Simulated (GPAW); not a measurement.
Input of a GPAW 26.7.0 run:

run.py

```python
from ase import Atoms
from ase.calculators.mixing import SumCalculator
from ase.eos import EquationOfState
from ase.io import Trajectory
from ase.units import GPa
from dftd3.ase import DFTD3
from gpaw import GPAW, PW, setup_paths

setup_paths.insert(0, '.')

atoms = Atoms(['Ta', 'N'],
              cell=[[0.0, 2.211323, 2.211323],
                    [2.211323, 0.0, 2.211323],
                    [2.211323, 2.211323, 0.0]],
              scaled_positions=[[0.5, 0.5, 0.5],
                                [0.0, 0.0, 0.0]],
              pbc=True)

traj = Trajectory('eos.traj', 'w')
volumes, energies = [], []
for x in [0.94, 0.96, 0.98, 1.0, 1.02, 1.04, 1.06]:
    a = atoms.copy()
    a.set_cell(atoms.cell * x**(1 / 3), scale_atoms=True)
    calc = GPAW(mode=PW(800),
                xc='BLYP',
                kpts={'size': (8, 8, 8), 'gamma': True},
                occupations={'name': 'fermi-dirac', 'width': 0.05},
                nbands=19,
                convergence={'density': 1e-05, 'energy': 1e-05},
                eigensolver='davidson',
                maxiter=150,
                txt=f'eos-{x:.2f}.txt')
    a.calc = SumCalculator([calc, DFTD3(method='blyp', damping='d3bj')])
    energies.append(a.get_potential_energy())
    volumes.append(a.get_volume())
    p = -a.get_stress()[:3].mean() / GPa
    calc.write(f'eos-{x:.2f}.gpw')
    traj.write(a)
    print(f'{x:.2f} {volumes[-1]:10.4f} A^3 {energies[-1]:14.6f} eV {p:9.3f} GPa', flush=True)

v0, e0, B = EquationOfState(volumes, energies, eos='birchmurnaghan').fit()
print(f'V0 = {v0:.4f} A^3, E0 = {e0:.6f} eV, B0 = {B / GPa:.2f} GPa')
```

Potentials or basis: PAW data sets generated in the run's folder for this functional, pw.

Run with:

```bash
$ gpaw-setup -f BLYP N Ta
$ OMP_NUM_THREADS=1 python run.py
```

(1) Estimate the equilibrium volume.

(2) What does it give for the pressure derivative of the bulk modulus?

Results:

(1) 10.53 Å³/atom.

(2) 4.6.
